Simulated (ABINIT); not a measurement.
AgBr:

```xyz
2
Lattice="0.0000 2.8702 2.8702 2.8702 0.0000 2.8702 2.8702 2.8702 0.0000" Properties=species:S:1:pos:R:3 pbc="T T T"
Ag    0.0000    0.0000    0.0000
Br    2.8702    2.8702    2.8702
```

Base run:

```yaml
Program: ABINIT 10.8.3 (patched build)
Functional: r2SCAN
Potentials_or_basis: Ansatz PAW PBE default generated set, frozen core
Cutoff: 490 eV
k_mesh: 6 × 6 × 6
Occupations: fermi-dirac, width 0.05 eV
Spin: no spin polarisation
```

Its results: band gap on the k mesh 1.29 eV, indirect (least direct gap 3.29 eV); pressure 1.0 GPa.

Problem. The run is repeated on the same cell with these changes: potentials or basis from Ansatz PAW PBE default generated set, frozen core to PseudoDojo NC SR PBE v0.4.1 standard; cutoff from 490 eV to 1333 eV. What comes out?

Solution. Band gap on the k mesh 1.14 eV, indirect (least direct gap 3.17 eV); pressure 0.5 GPa.

Caveats: the PAW data sets were made with another functional, which shifts forces and pressure a little (some runs); a meta-GGA on potentials with a model core is unreliable (some runs); the potentials were made for another functional, which shifts forces and pressure (some runs).
